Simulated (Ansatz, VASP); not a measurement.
Nb: VASP beside Ansatz

INCAR

```
SYSTEM = Nb
  PREC = Accurate
  ENCUT = 520
  EDIFF = 1E-6
  ISMEAR = 0
  SIGMA = 0.1
  LREAL = .FALSE.
  LASPH = .TRUE.
  NELM = 80
  ALGO = Normal
  ISIF = 2
  LWAVE = .FALSE.
  LCHARG = .FALSE.
  GGA = PS
  NBANDS = 12
```

The input KPOINTS:

```
Automatic mesh
0
G
  18 18 18
  0 0 0
```

The input POSCAR:

```
Nb
1.0
   -1.6683131805      1.6683131805      1.6683131805
    1.6683131805     -1.6683131805      1.6683131805
    1.6683131805      1.6683131805     -1.6683131805
Nb
1
Direct
    0.0000000000      0.0000000000      0.0000000000
```

Input for Ansatz:

```yaml
crystal:
  lattice:
    - [-1.6683131807, 1.6683131807, 1.6683131807]
    - [1.6683131807, -1.6683131807, 1.6683131807]
    - [1.6683131807, 1.6683131807, -1.6683131807]
  atoms:
    - { symbol: Nb, position: [0.0, 0.0, 0.0] }
basis:
  ecutwfc: 420
kpoints:
  mp_grid: { grid: [18, 18, 18] }
hamiltonian:
  xc: pbesol
scf:
  occupations: { method: gaussian, width: 0.1 }
output:
  forces: true
  stress: true
  eigenvalues: true
```

Alike in both runs: task single point; functional PBEsol; k mesh 18 × 18 × 18; occupations gaussian, width 0.1 eV; no spin polarisation.

|  | VASP | Ansatz |
| --- | --- | --- |
| version | VASP 6.6.1 | Ansatz 0.2.0 |
| potentials or method | VASP PAW PBE potentials, release 64 (Nb_sv) | scalar-relativistic, plane waves, PAW |
| plane-wave cutoff (eV) | 520 | 420 |
| valence electrons in the cell | 13 | 13 |

Ansatz gave:

| Property | Result |
| --- | --- |
| gap on the k mesh at the Fermi level (eV) | none |
| pressure (GPa) | -9.4 |

Question: What did VASP give for the same quantities?

Answer: gap on the k mesh at the Fermi level (eV): none; pressure (GPa): -9.7.

A gap of «none» marks a metal or a gap that the smearing closes.

Caveats: the PAW data sets were made with another functional, which shifts forces and pressure a little (VASP).
